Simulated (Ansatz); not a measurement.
The system is AlNi.

```
Ni Al
1.0
     2.88100    0.00000    0.00000
     0.00000    2.88100    0.00000
     0.00000    0.00000    2.88100
Ni Al
1 1
Direct
  0.50000 0.50000 0.50000
  0.00000 0.00000 0.00000
```

Base run:

- Program: Ansatz 0.2.0
- Functional: RPBE
- Potentials or basis: Ansatz PAW
- Cutoff: 420 eV
- Density cutoff: 1680 eV
- k mesh: 9 × 9 × 9
- Occupations: fermi-dirac, width 0.05 eV
- Spin: collinear spin, ferromagnetic start
- Starting moments: [1.0, 0.0] μB

Its results: band gap on the k mesh none (metal or under the smearing width); pressure 5.8 GPa; net moment 0.00 μB per cell.

Question: The run is repeated on the same cell with these changes: functional from RPBE to PBEsol. What comes out?

Answer: Band gap on the k mesh none (metal or under the smearing width); pressure -3.4 GPa; net moment 0.00 μB per cell.

PBEsol binds more tightly than RPBE, so the same cell stands under less pressure.

Caveats: the PAW data sets come from PBE, with cores solved anew for the run's functional, which leaves a small shift of forces and pressure; the potentials were made for another functional, which shifts forces and pressure (some runs).

Not every run made on this cell is shown here.
